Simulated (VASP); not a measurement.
# Settings for GeH₄: self-consistent run

GeH₄, molecule in box, 5 atoms in the cell. PBEsol; PAW potentials Ge_d, H (PBE set). VASP 6.6.1. The cell is changed on purpose: last atom moved by 0.04 Å along z.

Wanted: energy within 2 meV/atom; forces within 0.01 eV/Å.

What the run is for: forces; Accuracy asked: standard.

POSCAR:
```
GeH4
1.0
   12.0000000000      0.0000000000      0.0000000000
    0.0000000000     12.0000000000      0.0000000000
    0.0000000000      0.0000000000     12.0000000000
Ge H
1 4
Direct
    0.5048708300      0.4726291700      0.5210166700
    0.6005375000      0.4095958300      0.5777333300
    0.4016291700      0.4701208300      0.5963666700
    0.4774291700      0.4168625000      0.4093000000
    0.5398458300      0.5939041700      0.5040083300
```

The series start from Plane-wave cutoff (eV): 400; Electronic threshold (eV): 1e-6; Aspherical gradient terms in the spheres (LASPH): yes; Projection operators (LREAL): Auto, ROPT -0.00025; Delay and inner steps: defaults. Each series keeps the choices made before it, and each single choice may use up half of a tolerance.

## Plane-wave cutoff (eV)

| Plane-wave cutoff (eV) | Energy less reference (meV/atom) | Forces, largest deviation (eV/Å) | SCF iterations | Time (s) |
|---|---|---|---|---|
| 310 | 7.9 | 0.038 | 22 | 34 |
| 360 | 3.7 | 0.018 | 22 | 50 |
| 400 | 2.0 | 0.008 | 22 | 54 |
| 460 | 0.8 | 0.003 | 21 | 58 |
| 560 (reference) | 0.0 | 0.000 | 21 | 88 |

Chosen: 460, the loosest value from which every tighter one stays within half of the tolerance.

## Electronic threshold (eV)

| Electronic threshold (eV) | Energy less reference (meV/atom) | Forces, largest deviation (eV/Å) | SCF iterations | Time (s) |
|---|---|---|---|---|
| 0.001 | 1.2 | 0.005 | 10 | 28 |
| 0.0001 | 0.0 | 0.000 | 17 | 48 |
| 1e-5 | 0.0 | 0.000 | 19 | 54 |
| 1e-6 | 0.0 | 0.000 | 21 | 58 |
| 1e-7 | 0.0 | 0.000 | 24 | 68 |
| 1e-8 (reference) | 0.0 | 0.000 | 26 | 73 |

Chosen: 0.0001.

## Aspherical gradient terms in the spheres (LASPH)

| Aspherical gradient terms in the spheres (LASPH) | Energy less reference (meV/atom) | Forces, largest deviation (eV/Å) | SCF iterations | Time (s) |
|---|---|---|---|---|
| yes | 0.0 | 0.000 | 17 | 48 |
| no | -1.9 | 0.009 | 17 | 46 |

Chosen: yes; no other choice that stays within half of the tolerance saves 30 % of the time.

## Projection operators (LREAL)

| Projection operators (LREAL) | Energy less reference (meV/atom) | Forces, largest deviation (eV/Å) | SCF iterations | Time (s) |
|---|---|---|---|---|
| Auto, ROPT -0.005 | 0.3 | 0.006 | 17 | 48 |
| Auto, ROPT -0.002 | 0.1 | 0.001 | 17 | 48 |
| Auto, ROPT -0.001 | -0.1 | 0.001 | 17 | 48 |
| Auto, ROPT -0.0005 | -0.1 | 0.001 | 17 | 48 |
| Auto, ROPT -0.00025 | -0.1 | 0.000 | 17 | 48 |
| Auto, ROPT -0.0001 | -0.1 | 0.000 | 17 | 48 |
| False (reference) | 0.0 | 0.000 | 17 | 47 |

Chosen: Auto, ROPT -0.002.

## Delay and inner steps

| Delay and inner steps | Energy less reference (meV/atom) | Forces, largest deviation (eV/Å) | SCF iterations | Time (s) |
|---|---|---|---|---|
| defaults | 0.0 | 0.000 | 17 | 48 |
| NELMDL=-2 | 0.0 | 0.000 | 18 | 58 |
| NELMDL=-8 | 0.0 | 0.000 | 20 | 50 |
| NELMDL=-12 | 0.0 | 0.000 | 24 | 51 |
| NRMM=2 | 0.0 | 0.000 | 17 | 46 |
| NRMM=6 | 0.0 | 0.000 | 17 | 47 |
| WEIMIN=0.001 | 0.0 | 0.000 | 17 | 46 |

Chosen: defaults.

## All choices together

| Input | Energy less reference (meV/atom) | Forces, largest deviation (eV/Å) | Time (s) |
|---|---|---|---|
| the program's defaults (naive) | 10.4 | 0.096 | 8.5 |
| chosen settings | 0.9 | 0.003 | 48 |
| reference settings throughout | 0.0 | 0.000 | 104 |

The tolerance is met.

## The input

INCAR:
```
SYSTEM = GeH4
GGA      = PS             ! functional
ISMEAR   = 0              ! smearing method
SIGMA    = 0.03           ! smearing width, eV
LWAVE    = .False.        ! write WAVECAR
LCHARG   = .False.        ! write CHGCAR
ISIF     = 0              ! what is computed and relaxed
PREC     = Accurate       ! precision mode
LASPH    = .True.         ! aspherical terms in the spheres
LREAL    = Auto         
ALGO     = Normal         ! electronic algorithm
EDIFF    = 1E-4           ! SCF threshold, eV
NELM     = 120            ! most SCF steps
GGA_COMPAT= .False.      
ENCUT    = 460            ! plane-wave cutoff, eV
EFERMI   = MIDGAP       
ROPT     = -0.002 -0.002 
```

KPOINTS:
```
k-points
0
Gamma
  1 1 1
```

Commands:
```
cat potpaw_PBE.64/Ge_d/POTCAR potpaw_PBE.64/H/POTCAR > POTCAR
mpirun -np 1 vasp_gam > vasp.out
```

The chosen input took VASP 6.6.1 48 s on 1 core (Intel Xeon Platinum 8488C (Sapphire Rapids)), a shared host.

## An input that fails: mixing far too strong

The electronic loop stops at its limit of 93 steps.

Changes against the starting input:
```
- NELM = 120
+ NELM = 93
+ IMIX = 1
+ AMIX = 1.5
+ BMIX = 0.0001
```
